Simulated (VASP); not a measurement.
Input of a VASP 6.6.1 run:

File INCAR:

```
  PREC = Accurate
  ENCUT = 600
  EDIFF = 1E-6
  ISMEAR = -1
  SIGMA = 0.05
  LREAL = F
  LASPH = T
  NELM = 80
  ALGO = Normal
  ISIF = 3
  LWAVE = F
  LCHARG = F
  GGA = PS
  IVDW = 11
  IBRION = 2
  NSW = 40
  EDIFFG = -0.02
```

The input KPOINTS:

```
regular mesh
0
Gamma
  10 10 5
```

POSCAR

```
Mg
1.0
    3.2093000000      0.0000000000      0.0000000000
   -1.6046500000      2.7793353284      0.0000000000
    0.0000000000      0.0000000000      5.2103000000
Mg
2
Direct
    0.6666666667      0.3333333333      0.7500000000
    0.3333333333      0.6666666667      0.2500000000
```

Potentials or basis: VASP PAW PBE potentials, release 64 (Mg).

Launch:

```console
$ cat potpaw_PBE.64/Mg/POTCAR > POTCAR
$ mpirun -np 1 vasp_std > vasp.out
```

Q: Estimate the band gap on the k mesh.

A: None (metal or under the smearing width).

Q: Predict the relaxed volume.

A: 21.93 Å³/atom.

Q: Predict the space group after relaxing (to 0.05 Å).

A: P6_3/mmc (No. 194).

Q: What does it give for the relaxed cell?

A: a = 3.119 Å, b = 3.119 Å, c = 5.208 Å, α = 90.00°, β = 90.00°, γ = 120.00°.

Final structure:
```cif
data_structure
_symmetry_space_group_name_H-M 'P 1'
_symmetry_Int_Tables_number 1
_cell_length_a 3.1186
_cell_length_b 3.1186
_cell_length_c 5.2083
_cell_angle_alpha 90.000
_cell_angle_beta 90.000
_cell_angle_gamma 120.000
_cell_volume 43.87
loop_
_atom_site_label
_atom_site_type_symbol
_atom_site_fract_x
_atom_site_fract_y
_atom_site_fract_z
_atom_site_occupancy
Mg1 Mg 0.66667 0.33333 0.75000 1
Mg2 Mg 0.33333 0.66667 0.25000 1
```

Caveat: the PAW data sets were made with another functional, which shifts forces and pressure a little; pairwise dispersion overbinds metals, which lowers pressure and volume.
